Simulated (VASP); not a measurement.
CaS:

```
Ca S
1.0
     0.00000    2.85237    2.85237
     2.85237    0.00000    2.85237
     2.85237    2.85237    0.00000
Ca S
1 1
Direct
  0.00000 0.00000 0.00000
  0.50000 0.50000 0.50000
```

The cell comes from a database or a generator and needn't be the stable form of this composition.

```yaml
Program: VASP 6.6.1
Task: relaxation of cell and atoms
Functional: LDA
Potentials_or_basis: VASP PAW LDA potentials, release 64 (Ca_sv, S)
Cutoff: 600 eV
k_mesh: 8 × 8 × 8
Occupations: gaussian, width 0.02 eV
Spin: no spin polarisation
```

At the start: pressure -4.1 GPa; volume 23.21 Å³/atom.

How do energy, volume and symmetry change on relaxing?

Over 3 steps the energy falls by 21.4 meV/atom and the volume is 21.63 Å³/atom (-6.8 %); space group Fm-3m (No. 225, to 0.05 Å).

The path:
| step | energy change (eV) | largest force (eV/Å) | pressure (GPa) | volume (Å³) |
| --- | --- | --- | --- | --- |
| 1 | 0.0000 | 0.0000 | -4.10 | 46.41 |
| 2 | -0.0403 | 0.0000 | 1.18 | 42.54 |
| 3 | -0.0429 | 0.0000 | 0.01 | 43.26 |

Final structure:
```
Ca S
1.0
     0.00000    2.78616    2.78616
     2.78616    0.00000    2.78616
     2.78616    2.78616    0.00000
Ca S
1 1
Direct
  0.00000 0.00000 0.00000
  0.50000 0.50000 0.50000
```
